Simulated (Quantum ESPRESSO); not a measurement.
The system is Pb.

```
Pb
1.0
     0.00000    2.47502    2.47502
     2.47502    0.00000    2.47502
     2.47502    2.47502    0.00000
Pb
1
Direct
  0.00000 0.00000 0.00000
```

* Program: Quantum ESPRESSO 7.5
* Task: phonons
* Functional: PBE
* Potentials or basis: SG15 PBE 1.2
* Cutoff: 762 eV
* Density cutoff: 3048 eV
* k mesh: 9 × 9 × 9
* Occupations: cold, width 0.272 eV
* Spin: no spin polarisation
* Mixing beta: 0.5
* Most SCF iterations: 120
* SCF threshold: 2e-10 Ry

At K the frequencies are 42 45 65 cm⁻¹, at a pressure of 2.3 GPa.

Q: How do the modes respond when the cell is scaled evenly, at fixed shape?

A: The highest mode has a Grüneisen parameter of 2.83 and moves by +3.5 cm⁻¹ per GPa. None of the listed modes softens on compression. The pressures give a bulk modulus of about 52 GPa.

Frequencies at 99 % and 101 % of the volume (pressures 2.9 and 1.8 GPa), ions relaxed:
```
mode  99 % (cm⁻¹)  101 % (cm⁻¹)  Grüneisen parameter
   1         44.5          39.5                 5.98
   2         45.4          43.9                 1.64
   3         66.9          63.2                 2.83
```

Modes are matched by their order; those that don't vary smoothly over the three volumes are left out.

Caveat: the q point doesn't lie on the k mesh, which can shift a metal's frequencies strongly unless the mesh is converged.
